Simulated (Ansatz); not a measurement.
Method: Ansatz, DFT PBE, scalar-relativistic, plane waves, PAW. All cells share a 420 eV cutoff and Γ-centred k meshes spaced at most about 0.3 Å⁻¹ (about 0.25 or finer for metals, 2π included). Spin is collinear.

All energies are static (0 K, no zero-point motion).

Problem. Order these relaxed structures of CrO₂ by energy, lowest first, with the energy over the lowest of them.
A.
(parallel moments up to 1.7 μB)
```
Cr O
1.0
     2.89372    0.00000    0.00000
    -1.44686    2.50604    0.00000
     0.00000    0.00000    5.34313
Cr O
1 2
Direct
  0.00000 0.00000 0.00000
  0.33333 0.66667 0.17743
  0.66667 0.33333 0.82257
```

B.
(parallel moments up to 1.6 μB, with smaller opposite ones on O)
```
Cr O
1.0
     3.58422    0.00000    0.00000
     0.00000    3.58422    0.00000
     0.00000    0.00000    4.84292
Cr O
1 2
Direct
  0.00000 0.00000 0.00000
  0.50000 0.00000 0.00000
  0.00000 0.50000 0.00000
```

C.
(parallel moments up to 1.3 μB)
```
Cr O
1.0
     3.82139    0.00000    0.00000
     0.00000    3.82139    0.00000
     0.00000    0.00000    4.59665
Cr O
2 4
Direct
  0.00000 0.50000 0.87523
  0.50000 0.00000 0.12477
  0.00000 0.00000 0.00000
  0.50000 0.50000 0.00000
  0.00000 0.50000 0.52870
  0.50000 0.00000 0.47130
```

Solution. A (0 meV/atom), C (234 meV/atom), B (425 meV/atom). Forms: A cadmium iodide type, P-3m1; C P4/nmm; B P4/mmm. Counting O atoms around Cr (those within 1.25 times the shortest such distance or 1.15 times the sum of covalent radii; a plus sign parts nearer from farther groups): A has Cr 6; C has Cr 1+4; B has Cr 4. All come from invented guesses. The lowest form computed isn't among them: it has the rutile type, space group P4_2/mnm (No. 136), 9.6 Å³/atom, is reached from a cell as deposited in COD and lies 158 meV/atom below the best shown.

Weakly bound directions are ill-defined at this level, which has no dispersion term (P-3m1, P4/nmm, P4/mmm), and this can change margins and order among such cells. In such compounds of Cr a zero gap at this level may well be an artefact, since no Hubbard U is applied. The magnetic state reached may not be the lowest. Cells relaxed within their symmetry can be saddle points. Some types were kept out of the candidates beforehand, so the set may lack a known form.
